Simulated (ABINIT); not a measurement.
Input of an ABINIT 10.8.3 (patched build) run:

The input run.abi:

```
# Pseudopotentials
pp_dirpath "./"
pseudos "O.LDA_PW-JTH.xml"

# Structure
acell 3*1.0 Angstrom
rprim
     2.8514028533    -1.6624159400     0.0000000000
     2.8514028533     1.6624159400     0.0000000000
    -2.3944914034     0.0000000000     3.6470501824
ntypat 1
znucl 8
natom 2
typat 1 1
xred
     0.9745461700     0.9745461700     0.8444259800
     0.0254538300     0.0254538300     0.1555740200
chkprim 0
chksymtnons 0
tolsym 1.0e-6

# Plane-wave basis
ecut 19.0
pawecutdg 38.0
pawovlp 30

# k points
kptopt 1
ngkpt 8 8 5
nshiftk 1
shiftk 0.0 0.0 0.0

# Exchange and correlation
ixc 7

# Bands and occupations
nband 10
occopt 3
tsmear 0.05 eV

# SCF cycle
nstep 100
tolvrs 1.0e-9

# Output
iomode 3
prtwf 0
prtden 0
prteig 0
prtebands 0
```

Potentials or basis: JTH PAW LDA v2.0.

Command:

```console
$ abinit run.abi > log 2>&1
```

(1) Predict the pressure.

(2) Estimate the band gap on the k mesh.

Results:

(1) -6.9 GPa.

(2) none (metal or under the smearing width).

Caveat: the atomic spheres overlap; spin is off for a triplet molecule; forces of over 1 eV/Å show positions far from the minimum, so gaps and moduli don't describe the material at rest.
